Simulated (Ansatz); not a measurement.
Is this HfB2 structure a true minimum?

It was relaxed at this level from a cell as deposited in COD.

Theory: Ansatz, DFT PBE, scalar-relativistic, plane waves, PAW. Plane waves to 420 eV, a k mesh through Γ of 18×18×14 on the computed 3-atom cell and Gaussian smearing (0.10 eV); no spin polarisation.

The cell below (3 atoms, space group P6/mmm (No. 191)) is relaxed within its symmetry.

```yaml
crystal:
  lattice:
    - [3.14599, 0.00000, 0.00000]
    - [-1.57299, 2.72450, 0.00000]
    - [0.00000, 0.00000, 3.48509]
  atoms:
    - { symbol: Hf, position: [0.00000, 0.00000, 0.00000] }
    - { symbol: B, position: [0.33333, 0.66667, 0.50000] }
    - { symbol: B, position: [0.66667, 0.33333, 0.50000] }
```

For the test a repeat of it with 6 atoms (edges 3.15, 3.49, 5.45 Å) was strained at random (σ = 1.5 % a component), the atoms were moved at random (σ = 0.15 Å), and all was relaxed again on a coarse 8×6×4 mesh (in the run’s order of axes) with 0.20 eV smearing, with no symmetry imposed.

These runs have no spin–orbit coupling, which can matter for Hf.

Problem. What happens?

Solution. It returns, within 1 meV/atom of the unmoved cell on that mesh and with the same symmetry when read at 0.1 Å. No instability shows in this cell; modes of other wave vectors, which need another repeat, aren't tested.
